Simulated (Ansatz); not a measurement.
Input deck for Ansatz 0.2.0, then the block of the output on the nuclei.

The cell is a structure deposited in the COD, relaxed with PBE at fixed cell and then changed (z stretched by 1 %, ions relaxed).

```yaml
crystal:
  lattice:
    - [0.0, 2.269, 2.29169]
    - [2.269, 0.0, 2.29169]
    - [2.269, 2.269, 0.0]
  atoms:
    - { symbol: B, position: [0.0, 0.0, 0.0] }
    - { symbol: P, position: [0.25, 0.25, 0.25] }
kpoints:
  mp_grid: { grid: [16, 16, 16] }
scf:
  occupations: { method: fermi_dirac, width: 0.02 }
hamiltonian:
  xc: pbe
  pseudopotentials: { kind: paw }
output:
  forces: true
  stress: true
  populations: true
  efg: { quadrupole_moments_barn: { B: 0.04059 }, contact_densities: true }
relax:
  f_tol: 0.02
  max_steps: 60
```

```sh
ansatz run input.yaml --threads 1 --pin off --max-ram 3072MiB --backend cpu --events-out ev --progress --plain --runs-dir out
```

The run relaxes the ions first, and the block belongs to the relaxed positions.

Of the output, the block on the nuclei alone is shown; the set-up, the SCF iterations, energies, forces and stress are cut. One atom of each set with nearly equal values is shown.

```
--- PAW observables at the nuclei: V_zz in 10²¹ V/m², potentials from the cell's mean, atoms counted from 1 ---
  atom   1  B  V_zz =    +0.010577   η = 0.0000   by run symmetry: allowed   C_q = +0.0104 MHz
            electrostatic potential = -325.889892 V   contact ρ = 486.104867 e/Å³
  atom   2  P  V_zz =    +0.050366   η = 0.0000   by run symmetry: allowed
            electrostatic potential = -1495.376368 V   contact ρ = 16015.972719 e/Å³
```

The relaxation (1 step) took 6.5 s of wall time (6.4 s of CPU time) and 0.46 GiB at its peak, on 1 thread of Intel Xeon 6975P-C (Granite Rapids) (x86_64; 16 cores open to the job, memory cap 3.0 GiB, no GPU), a shared host with a load of 0.5 a core.
